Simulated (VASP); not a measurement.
# Rh (Fm-3m) in VASP: a series of runs

Aim: see how the results for Rh move with the level of theory and the settings. Levels: PBEsol, PBE. Tasks: equation of state.

Program: VASP 6.6.1. These are calculated values, not measurements. Logs are shortened: lines on timing, memory, paths and dates and some standing lists are left out, and cuts for length are marked.

**Measured values to compare with.**

“Thermal equation of state of rhodium characterized by XRD in a resistively heated diamond anvil cell”, 2024, pmc:11535440 quotes, for a bulk crystal of Rh: bulk modulus 264 ± 1 GPa.

How close the calculation comes is told below.

### Step 1. The crystal as given

Symmetry: Fm-3m, No. 225, cubic system. Conventional cell: a = 3.796 Å, b = 3.796 Å, c = 3.796 Å, α = 90.00°, β = 90.00°, γ = 90.00°. Around Rh (site symmetry m-3m) lie 12 Rh at 2.68 Å.

### Step 2. Equation of state, PBEsol, 12.85 Å³/atom (volume scaled by 0.94)

INCAR reads:

```
SYSTEM = Rh
  PREC = Accurate
  ENCUT = 520
  EDIFF = 1E-7
  ISMEAR = -1
  SIGMA = 0.05
  LREAL = .False.
  LASPH = .True.
  NELM = 100
  ALGO = Normal
  ISIF = 2
  LWAVE = .False.
  LCHARG = .False.
  GGA = PS
  NBANDS = 14
```

KPOINTS reads:

```
Automatic mesh
0
Gamma
  12 12 12
  0 0 0
```

POSCAR reads:

```
Rh
1.0
    0.0000000000      1.8591074964      1.8591074964
    1.8591074964      0.0000000000      1.8591074964
    1.8591074964      1.8591074964      0.0000000000
Rh
1
Direct
    0.0000000000      0.0000000000      0.0000000000
```

Potentials or basis: VASP PAW PBE potentials, release 64 (Rh_pv).

On the command line:

```sh
$ cat potpaw_PBE.64/Rh_pv/POTCAR > POTCAR
$ mpirun -np 1 vasp_std > vasp.out
```

OUTCAR:

```text
SYSTEM = Rh
   PREC = Accurate
   ENCUT = 520
   EDIFF = 1E-7
   ISMEAR = -1
   LREAL = .False.
   LASPH = .True.
   NELM = 100
   ISIF = 2
   GGA = PS

 Found     72 irreducible k-points:

 Following reciprocal coordinates:
            Coordinates               Weight
  0.000000  0.000000  0.000000      1.000000
  0.083333  0.000000  0.000000      8.000000
  0.166667  0.000000  0.000000      8.000000
  0.250000  0.000000  0.000000      8.000000
  0.333333  0.000000  0.000000      8.000000
  0.416667  0.000000  0.000000      8.000000
   k-points           NKPTS =     72   k-points in BZ     NKDIM =     72   number of bands    NBANDS=     14
   number of dos      NEDOS =    301   number of ions     NIONS =      1
   total plane-waves  NPLWV =   8000
   dimension x,y,z NGX =    20 NGY =   20 NGZ =   20
   dimension x,y,z NGXF=    40 NGYF=   40 NGZF=   40
   ions per type =               1
   NGX,Y,Z   is equivalent  to a cutoff of  12.65, 12.65, 12.65 a.u.
   NGXF,Y,Z  is equivalent  to a cutoff of  25.29, 25.29, 25.29 a.u.
 SYSTEM =  Rh
   PREC   = accura    normal or accurate (medium, high low for compatibility)
   ISTART =      0    job   : 0-new  1-cont  2-samecut
   ICHARG =      2    charge: 1-file 2-atom 10-const
   ISPIN  =      1    spin polarized calculation?
   LNONCOLLINEAR =      F non collinear calculations
   LSORBIT =      F    spin-orbit coupling
   LASPH  =      T    aspherical Exc in radial PAW
   ENCUT  =  520.0 eV  38.22 Ry    6.18 a.u.   4.89  4.89  4.89*2*pi/ulx,y,z
   NELM   =    100;   NELMIN=  2; NELMDL= -5     # of ELM steps
   EDIFF  = 0.1E-06   stopping-criterion for ELM
   LREAL  =      F    real-space projection
   EDIFFG = 0.1E-05   stopping-criterion for IOM
   NSW    =      0    number of steps for IOM
   IBRION =     -1    ionic relax: 0-MD 1-quasi-New 2-CG
   NFREE  =      0    steps in history (QN), initial steepest desc. (CG)
   ISIF   =      2    stress and relaxation
   ISYM   =      2    0-nonsym 1-usesym 2-fastsym
   POTIM  = 0.5000    time-step for ionic-motion
   TEBEG  =    0.0;   TEEND  =   0.0 temperature during run
   PSTRESS=    0.0 pullay stress
   NELECT =      15.0000    total number of electrons
   NUPDOWN=      -1.0000    fix difference up-down
   EMIN   =  10.00;   EMAX   =-10.00  energy-range for DOS
   EFERMI =   0.00;   METHOD = LEGACY
   ISMEAR =    -1;   SIGMA  =   0.05  broadening in eV -4-tet -1-fermi 0-gaus
   EFERMI_NEDOS =   21; number of points for ismear=-14 and -15
   IALGO  =     38    algorithm
   IMIX   =      4    mixing-type and parameters
     AMIX     =   0.40;   BMIX     =  1.00
     AMIX_MAG =   1.60;   BMIX_MAG =  1.00
  volume/ion in A,a.u.               =      12.85        86.72
  Fermi-wavevector in a.u.,A,eV,Ry     =   1.723683  3.257289 40.424043  2.971083
  Thomas-Fermi vector in A             =   2.799514
   LORBIT       =      0    0 simple, 1 ext, 2 COOP (PROOUT), +10 PAW based schemes
   GGA     = PS    functional components
   LHFCALC =     F    Hartree Fock is set to
   AEXX    =    0.0000 exact exchange contribution
   IVDW    =     0    specifies the selected vdW correction
   LEPSILON=     F    determine dielectric tensor
   LRPA    =     F    only Hartree local field effects (RPA)
 non-spin polarized calculation
  energy-cutoff  :      520.00
  volume of cell :       12.85
 maximum number of plane-waves:       360
   NGX =  9   NGY =  9   NGZ =  9

 number of electron      14.9999994 magnetization

 Free energy of the ion-electron system (eV)
  ---------------------------------------------------
  ext. energy  EPLUGINS =         0.00000000
  ---------------------------------------------------
  free energy    TOTEN  =        -8.11477999 eV

  energy without entropy =       -8.10753290  energy(sigma->0) =       -8.11115644

 E-fermi :  13.0591     XC(G=0): -14.6600

 val. band max:       12.9598659760   @ k =   0.3333   0.0833   0.0000
 cond. band min:      13.0919681590   @ k =   0.5000   0.4167   0.0000
 fundamental gap:      0.1321021829
 Fermi energy:        13.0590715488

 k-point     1 :       0.0000    0.0000    0.0000
  band No.  band energies     occupation
      1     -33.4304      2.00000
      2     -33.4304      2.00000
      3     -33.4304      2.00000
      4       4.4777      2.00000
      5       9.5929      2.00000
      6       9.5929      2.00000
      7       9.5929      2.00000
      8      11.9386      2.00000
      9      11.9386      2.00000
     10      28.9002      0.00000
     11      33.1738      0.00000
     12      34.7412      0.00000
     13      34.7412      0.00000
     14      34.7412      0.00000

 k-point     2 :       0.0833    0.0000    0.0000
  band No.  band energies     occupation
      1     -33.4951      2.00000
      2     -33.4389      2.00000
      3     -33.4389      2.00000
      4       4.7737      2.00000
      5       9.4586      2.00000
      6       9.7098      2.00000
      7       9.7098      2.00000
      8      11.8723      2.00000
      9      11.8723      2.00000
     10      29.3526      0.00000
     11      33.1586      0.00000
     12      33.3538      0.00000
     13      35.1977      0.00000
     14      35.1977      0.00000

 k-point     3 :       0.1667    0.0000    0.0000
  band No.  band energies     occupation
      1     -33.6699      2.00000
      2     -33.4623      2.00000
      3     -33.4623      2.00000
      4       5.5515      2.00000
      5       9.2243      2.00000
      6       9.9469      2.00000
      7       9.9469      2.00000
      8      11.8121      2.00000
      9      11.8121      2.00000
     10      30.3827      0.00000
     11      30.9449      0.00000
     12      33.1768      0.00000
     13      36.4745      0.00000
     14      36.4745      0.00000

 k-point     4 :       0.2500    0.0000    0.0000
  band No.  band energies     occupation
      1     -33.9041      2.00000
      2     -33.4940      2.00000
      3     -33.4940      2.00000
      4       6.3293      2.00000
      5       9.4693      2.00000
      6       9.9925      2.00000
      7       9.9925      2.00000
      8      12.1048      2.00000
      9      12.1048      2.00000
     10      28.5305      0.00000
     11      30.8192      0.00000
     12      33.1761      0.00000
     13      38.2234      0.00000
     14      38.2234      0.00000

 k-point     5 :       0.3333    0.0000    0.0000
  band No.  band energies     occupation
      1     -34.1334      2.00000
      2     -33.5256      2.00000
      3     -33.5256      2.00000
      4       6.4925      2.00000
      5       9.7943      2.00000
      6       9.7943      2.00000
      7      10.8061      2.00000
      8      12.7684      1.99404
      9      12.7684      1.99404
     10      26.0207      0.00000
     11      29.8480      0.00000
     12      33.1770      0.00000
     13      37.4138      0.00000
     14      37.4138      0.00000

 k-point     6 :       0.4167    0.0000    0.0000
  band No.  band energies     occupation
      1     -34.2983      2.00000
      2     -33.5486      2.00000
      3     -33.5486      2.00000
      4       6.3540      2.00000
      5       9.5865      2.00000
      6       9.5865      2.00000
      7      12.6405      1.99954
      8      13.4149      0.00162
      9      13.4149      0.00162
     10      23.5596      0.00000
     11      28.8064      0.00000
     12      33.1770      0.00000
     13      35.5507      0.00000
     14      35.5507      0.00000

 [... further k-points ...]

------------------------ aborting loop because EDIFF is reached ----------------------------------------

  FORCE on cell =-STRESS in cart. coord.  units (eV):
  Direction    XX          YY          ZZ          XY          YZ          ZX
  --------------------------------------------------------------------------------------
  -------------------------------------------------------------------------------------
  Total        1.3103454      1.3103454      1.3103454     -0.0000000      0.0000000      0.0000000
  in kB      163.3626860    163.3626860    163.3626860     -0.0000000      0.0000000      0.0000000
  external PRESSURE =     163.3626860 kB  Pullay stress =       0.0000000 kB

 VOLUME and BASIS-vectors are now :
 -----------------------------------------------------------------------------
  energy-cutoff  :      520.00
  volume of cell :       12.85
      direct lattice vectors                 reciprocal lattice vectors
     0.000000000  1.859107496  1.859107496    -0.268946256  0.268946256  0.268946256
     1.859107496  0.000000000  1.859107496     0.268946256 -0.268946256  0.268946256
     1.859107496  1.859107496  0.000000000     0.268946256  0.268946256 -0.268946256

 POSITION                                       TOTAL-FORCE (eV/Angst)
 -----------------------------------------------------------------------------------
      0.00000      0.00000      0.00000         0.000000      0.000000      0.000000
 -----------------------------------------------------------------------------------
    total drift:                                0.000000     -0.000000     -0.000000

  FREE ENERGIE OF THE ION-ELECTRON SYSTEM (eV)
  ---------------------------------------------------
  free  energy   TOTEN  =        -8.1147799863 eV

  energy  without entropy=       -8.1075328996  energy(sigma->0) =       -8.11115644
```

Run time: 16 s. Hardware: 1 thread of Intel Xeon Platinum 8375C at 2.90GHz (Ice Lake), shared host; peak memory 0.13 GiB.

What came out:

```yaml
Free_energy: -8.1148 eV
Pressure: 16.3 GPa
Band_gap_on_the_k_mesh: none (metal or under the smearing width)
```

Caveat: the PAW data sets were made with another functional, which shifts forces and pressure a little.

### Step 3. Equation of state, PBEsol, 13.12 Å³/atom (volume scaled by 0.96)

INCAR is that of step 2.

KPOINTS is that of step 2.

POSCAR reads:

```
Rh
1.0
    0.0000000000      1.8722002341      1.8722002341
    1.8722002341      0.0000000000      1.8722002341
    1.8722002341      1.8722002341      0.0000000000
Rh
1
Direct
    0.0000000000      0.0000000000      0.0000000000
```

Potentials or basis: VASP PAW PBE potentials, release 64 (Rh_pv).

On the command line:

```sh
$ cat potpaw_PBE.64/Rh_pv/POTCAR > POTCAR
$ mpirun -np 1 vasp_std > vasp.out
```

Wall time 16 s (1 thread of Intel Xeon Platinum 8375C at 2.90GHz (Ice Lake), shared host); peak memory 0.13 GiB.

Results (log left out):

```yaml
Free_energy: -8.1363 eV
Pressure: 8.8 GPa
Band_gap_on_the_k_mesh: none (metal or under the smearing width)
```

Caveat: the PAW data sets were made with another functional, which shifts forces and pressure a little.

[end of part 1 of 2]
